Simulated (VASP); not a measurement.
# I (C2/m) in VASP: reference runs

Reference runs on I: the cell as given and a disturbed copy.

Program: VASP 6.6.1. These are calculated values, not measurements. Logs are shortened: lines on timing, memory, paths and dates and some standing lists are left out, and cuts for length are marked.

## 1. The crystal as given

The structure is monoclinic, space group C2/m (No. 12). The conventional cell has a = 5.077 Å, b = 7.413 Å, c = 2.880 Å, α = 90.00°, β = 124.24°, γ = 90.00°. I (site symmetry 2/m) has 2 I at 2.88 Å as nearest neighbours.

## 2. Single point, PBE

Input file INCAR:

```
PREC     = Accurate       # precision mode
ENCUT    = 520            # plane-wave cutoff, eV
EDIFF    = 1E-7           # SCF threshold, eV
ISMEAR   = -1             # smearing method
SIGMA    = 0.05           # smearing width, eV
LREAL    = False          # projectors in reciprocal space
LASPH    = True           # aspherical terms in the spheres
NELM     = 80             # most SCF steps
ALGO     = Normal         # electronic algorithm
ISIF     = 2              # what is computed and relaxed
LWAVE    = False          # write WAVECAR
LCHARG   = False          # write CHGCAR
GGA      = PE             # functional
NBANDS   = 10             # bands
```

Input file KPOINTS:

```
regular mesh
0
Gamma
  7 7 11
```

Input file POSCAR:

```
I
1.0
    2.5383465792     -3.7066249365      0.0000000000
    2.5383465792      3.7066249365      0.0000000000
   -1.6208748370      0.0000000000      2.3810977968
I
1
Direct
    0.5000000000      0.5000000000      0.5000000000
```

Potentials or basis: VASP PAW PBE potentials, release 64 (I).

Launch:

```
cat potpaw_PBE.64/I/POTCAR > POTCAR
mpirun -np 1 vasp_std > vasp.out
```

OUTCAR:

```text
PREC = Accurate
   ENCUT = 520
   EDIFF = 1E-7
   ISMEAR = -1
   LREAL = False
   LASPH = True
   NELM = 80
   ISIF = 2
   GGA = PE

 ion  position               nearest neighbor table
   1  0.500  0.500  0.500-

  LATTYP: Found a base centered monoclinic cell.
 ALAT       =     5.0766931584
 B/A-ratio  =     1.4602517114
 C/A-ratio  =     0.5673826054
 COS(beta)  =    -0.5627202553

  Lattice vectors:

 A1 = (   2.5383465792,  -3.7066249365,   0.0000000000)
 A2 = (   2.5383465792,   3.7066249365,   0.0000000000)
 A3 = (  -1.6208748370,   0.0000000000,   2.3810977968)

Analysis of symmetry for initial positions (statically):
=====================================================================
 Subroutine PRICEL returns:
 Original cell was already a primitive cell.

 Routine SETGRP: Setting up the symmetry group for a
 base centered monoclinic supercell.

 Subroutine GETGRP returns: Found  4 space group operations
 (whereof  4 operations were pure point group operations)
 out of a pool of  4 trial point group operations.

The static configuration has the point symmetry C_2h.

Analysis of symmetry for dynamics (positions and initial velocities):
=====================================================================
 Subroutine PRICEL returns:
 Original cell was already a primitive cell.

 Routine SETGRP: Setting up the symmetry group for a
 base centered monoclinic supercell.

 Subroutine GETGRP returns: Found  4 space group operations
 (whereof  4 operations were pure point group operations)
 out of a pool of  4 trial point group operations.

The dynamic configuration has the point symmetry C_2h.

 Subroutine INISYM returns: Found  4 space group operations
 (whereof  4 operations are pure point group operations),
 and found     1 'primitive' translations

----------------------------------------------------------------------------------------

                                     Primitive cell

  volume of cell :      44.8061

  direct lattice vectors                    reciprocal lattice vectors
     2.538346579 -3.706624936  0.000000000     0.196978618 -0.134893605  0.134088438
     2.538346579  3.706624936  0.000000000     0.196978618  0.134893605  0.134088438
    -1.620874837  0.000000000  2.381097797     0.000000000  0.000000000  0.419974350

  length of vectors
     4.492468339  4.492468339  2.880427391     0.273818498  0.273818498  0.419974350

  position of ions in fractional coordinates (direct lattice)
     0.500000000  0.500000000  0.500000000

  ion indices of the primitive-cell ions
   primitive index   ion index
                 1           1

----------------------------------------------------------------------------------------

 KPOINTS: regular mesh

Automatic generation of k-mesh.
 Grid dimensions read from file:
 generate k-points for:    7    7   11

 Generating k-lattice:

  Cartesian coordinates                     Fractional coordinates (reciprocal lattice)
     0.028139803 -0.019270515  0.019155491     0.142857143 -0.000000000  0.000000000
     0.028139803  0.019270515  0.019155491    -0.000000000  0.142857143  0.000000000
     0.000000000  0.000000000  0.038179486     0.000000000  0.000000000  0.090909091

  Length of vectors
     0.039116928  0.039116928  0.038179486

  Shift w.r.t. Gamma in fractional coordinates (k-lattice)
     0.000000000  0.000000000  0.000000000

 Subroutine IBZKPT returns following result:
 ===========================================

 Found    156 irreducible k-points:

 Following reciprocal coordinates:
            Coordinates               Weight
  0.000000  0.000000  0.000000      1.000000
  0.142857  0.000000  0.000000      4.000000
  0.285714 -0.000000  0.000000      4.000000
  0.428571  0.000000  0.000000      4.000000
  0.142857  0.142857  0.000000      2.000000
  0.285714  0.142857 -0.000000      4.000000
[... 42 lines left out ...]
 -0.428571 -0.000000  0.181818      4.000000
 -0.285714  0.000000  0.181818      4.000000
 [... further k-points ...]
   k-points           NKPTS =    156   k-points in BZ     NKDIM =    156   number of bands    NBANDS=     10
   number of dos      NEDOS =    301   number of ions     NIONS =      1
   total plane-waves  NPLWV =  31104
   dimension x,y,z NGX =    36 NGY =   36 NGZ =   24
   dimension x,y,z NGXF=    72 NGYF=   72 NGZF=   48
   ions per type =               1
   NGX,Y,Z   is equivalent  to a cutoff of  13.32, 13.32, 13.85 a.u.
   NGXF,Y,Z  is equivalent  to a cutoff of  26.64, 26.64, 27.70 a.u.
 SYSTEM =  unknown system
   PREC   = accura    normal or accurate (medium, high low for compatibility)
   ISTART =      0    job   : 0-new  1-cont  2-samecut
   ICHARG =      2    charge: 1-file 2-atom 10-const
   ISPIN  =      1    spin polarized calculation?
   LNONCOLLINEAR =      F non collinear calculations
   LSORBIT =      F    spin-orbit coupling
   LASPH  =      T    aspherical Exc in radial PAW
   ENCUT  =  520.0 eV  38.22 Ry    6.18 a.u.   8.35  8.35  5.36*2*pi/ulx,y,z
   NELM   =     80;   NELMIN=  2; NELMDL= -5     # of ELM steps
   EDIFF  = 0.1E-06   stopping-criterion for ELM
   LREAL  =      F    real-space projection
   EDIFFG = 0.1E-05   stopping-criterion for IOM
   NSW    =      0    number of steps for IOM
   IBRION =     -1    ionic relax: 0-MD 1-quasi-New 2-CG
[... 8 lines left out ...]
   EMIN   =  10.00;   EMAX   =-10.00  energy-range for DOS
   EFERMI =   0.00;   METHOD = LEGACY
   ISMEAR =    -1;   SIGMA  =   0.05  broadening in eV -4-tet -1-fermi 0-gaus
   EFERMI_NEDOS =   21; number of points for ismear=-14 and -15
   IALGO  =     38    algorithm
   IMIX   =      4    mixing-type and parameters
     AMIX     =   0.40;   BMIX     =  1.00
     AMIX_MAG =   1.60;   BMIX_MAG =  1.00
  volume/ion in A,a.u.               =      44.81       302.37
  Fermi-wavevector in a.u.,A,eV,Ry     =   0.881716  1.666201 10.577477  0.777423
  Thomas-Fermi vector in A             =   2.002249
   LORBIT       =      0    0 simple, 1 ext, 2 COOP (PROOUT), +10 PAW based schemes
   GGA     = PE    functional components
   LHFCALC =     F    Hartree Fock is set to
   AEXX    =    0.0000 exact exchange contribution
   IVDW    =     0    specifies the selected vdW correction
   LEPSILON=     F    determine dielectric tensor
   LRPA    =     F    only Hartree local field effects (RPA)
 non-spin polarized calculation
  energy-cutoff  :      520.00
  volume of cell :       44.81
 maximum number of plane-waves:      1223
 NGX is ok and might be reduce to    36
   NGX = 17   NGY = 17   NGZ = 11

 number of electron       7.0000000 magnetization

 Free energy of the ion-electron system (eV)
  ---------------------------------------------------
  ext. energy  EPLUGINS =         0.00000000
  ---------------------------------------------------
  free energy    TOTEN  =        -1.39470987 eV

  energy without entropy =       -1.38958217  energy(sigma->0) =       -1.39214602

 E-fermi :   2.1926     XC(G=0):  -7.7589

 val. band max:        2.1206112717   @ k =  -0.1429  -0.1429   0.4545
 cond. band min:       2.2094012198   @ k =   0.2857   0.1429   0.4545
 fundamental gap:      0.0887899481
 Fermi energy:         2.1926182566

 k-point     1 :       0.0000    0.0000    0.0000
  band No.  band energies     occupation
      1     -11.4267      2.00000
      2       0.5985      2.00000
      3       0.6216      2.00000
      4       6.1197      0.00000
      5       6.5102      0.00000
      6      10.0136      0.00000
      7      10.3147      0.00000
      8      12.8540      0.00000
      9      12.9084      0.00000
     10      17.9537      0.00000

 k-point     2 :       0.1429    0.0000    0.0000
  band No.  band energies     occupation
      1     -11.3770      2.00000
      2       0.1192      2.00000
      3       0.5041      2.00000
      4       6.1225      0.00000
      5       7.2098      0.00000
      6       9.5474      0.00000
      7      10.5945      0.00000
      8      12.8543      0.00000
      9      14.3813      0.00000
     10      18.1818      0.00000

 k-point     3 :       0.2857   -0.0000    0.0000
  band No.  band energies     occupation
      1     -11.2606      2.00000
      2      -0.7646      2.00000
      3       0.2964      2.00000
      4       6.1291      0.00000
      5       7.6794      0.00000
      6      10.0424      0.00000
      7      11.9993      0.00000
      8      12.8624      0.00000
      9      17.2028      0.00000
     10      18.2527      0.00000

 k-point     4 :       0.4286    0.0000    0.0000
  band No.  band energies     occupation
      1     -11.1622      2.00000
      2      -1.3473      2.00000
      3       0.1434      2.00000
      4       6.1346      0.00000
      5       7.3364      0.00000
      6      12.0138      0.00000
      7      12.8555      0.00000
      8      14.0514      0.00000
      9      16.8816      0.00000
     10      17.5158      0.00000
[... 430 lines left out ...]
 k-point    38 :      -0.1429    0.4286    0.0909
  band No.  band energies     occupation
      1     -11.0239      2.00000
      2      -1.1500      2.00000
      3       0.1193      2.00000
      4       4.8413      0.00000
      5       7.8236      0.00000
      6      11.7525      0.00000
      7      13.7873      0.00000
      8      14.5313      0.00000
      9      15.3622      0.00000
     10      16.3503      0.00000

 k-point    39 :      -0.4286   -0.4286    0.0909
  band No.  band energies     occupation
      1     -11.0017      2.00000
      2      -0.9562      2.00000
      3      -0.4088      2.00000
      4       4.7105      0.00000
      5       9.2181      0.00000
      6      10.9235      0.00000
      7      12.8700      0.00000
      8      14.6102      0.00000
      9      16.4728      0.00000
     10      16.8644      0.00000

 k-point    40 :      -0.2857   -0.4286    0.0909
  band No.  band energies     occupation
      1     -10.9895      2.00000
      2      -1.0126      2.00000
      3      -0.4132      2.00000
      4       4.8119      0.00000
      5       9.1476      0.00000
      6      10.9925      0.00000
      7      12.9957      0.00000
      8      14.6197      0.00000
      9      15.7894      0.00000
     10      16.8840      0.00000

 [... further k-points ...]
[... 5 lines left out ...]
  --------------------------------------------------------------------------------------
  -------------------------------------------------------------------------------------
  Total        0.2742872      0.2226920      0.4019747      0.0000000      0.0000000     -0.1871170
  in kB        9.8079731      7.9630314     14.3738302      0.0000000      0.0000000     -6.6909369
  external PRESSURE =      10.7149449 kB  Pullay stress =       0.0000000 kB

 VOLUME and BASIS-vectors are now :
 -----------------------------------------------------------------------------
  energy-cutoff  :      520.00
  volume of cell :       44.81
      direct lattice vectors                 reciprocal lattice vectors
     2.538346579 -3.706624936  0.000000000     0.196978618 -0.134893605  0.134088438
     2.538346579  3.706624936  0.000000000     0.196978618  0.134893605  0.134088438
    -1.620874837  0.000000000  2.381097797     0.000000000  0.000000000  0.419974350

 POSITION                                       TOTAL-FORCE (eV/Angst)
 -----------------------------------------------------------------------------------
      1.72791      0.00000      1.19055         0.000000     -0.000000      0.000000
 -----------------------------------------------------------------------------------
    total drift:                                0.000000      0.000000      0.000000

  FREE ENERGIE OF THE ION-ELECTRON SYSTEM (eV)
  ---------------------------------------------------
  free  energy   TOTEN  =        -1.3947098729 eV

  energy  without entropy=       -1.3895821722  energy(sigma->0) =       -1.39214602
```

It took 34 s on 1 thread of Intel Xeon Platinum 8488C (Sapphire Rapids), shared host; peak memory 0.21 GiB.

Results:

```
Free energy            : -1.3947 eV
Pressure               : 1.1 GPa
Band gap on the k mesh : none (metal or under the smearing width)
```

Caveat: an odd number of electrons without spin polarisation forces a metal; a magnetic or distorted state may lie lower. Spin-orbit coupling is left out, which matters for the levels of I.

## 3. Single point, PBE (cell strained at random at fixed volume)

Input file INCAR:

```
PREC = Accurate
ENCUT = 520
EDIFF = 1E-7
ISMEAR = -1
SIGMA = 0.05
LREAL = F
LASPH = T
NELM = 60
ALGO = Normal
ISIF = 2
LWAVE = F
LCHARG = F
GGA = PE
NBANDS = 10
```

Input file KPOINTS:

```
Automatic mesh
0
Gamma
  7 7 11
```

Input file POSCAR:

```
I
1.0
    2.4412430000     -3.6483080000     -0.0116530000
    2.6305880000      3.7779740000     -0.0648680000
   -1.6552130000     -0.0584920000      2.4058320000
I
1
Direct
    0.5067520000      0.4954560000      0.5157190000
```

Potentials or basis: VASP PAW PBE potentials, release 64 (I).

Launch:

```
cat potpaw_PBE.64/I/POTCAR > POTCAR
mpirun -np 1 vasp_std > vasp.out
```

Wall time 79 s (1 thread of Intel Xeon Platinum 8488C (Sapphire Rapids), shared host); peak memory 0.25 GiB.

Results (log left out):

| Property | Result |
| --- | --- |
| Free energy | -1.3956 eV |
| Pressure | 0.4 GPa |
| Band gap on the k mesh | none (metal or under the smearing width) |

Stress tensor (GPa, compression positive):
```
 0.35 -0.15  0.15
-0.15  0.81  0.04
 0.15  0.04  0.16
```

Levels at points of the mesh, in eV from the Fermi level:
```csv
k point,band 1,band 2,band 3,band 4,band 5,band 6,band 7,band 8
"(0.00, 0.00, 0.00)",-13.45,-1.45,-1.34,3.66,4.48,7.80,8.49,10.43
```

Caveat: an odd number of electrons without spin polarisation forces a metal; a magnetic or distorted state may lie lower. The run has no spin-orbit coupling, so splittings on I are missing.
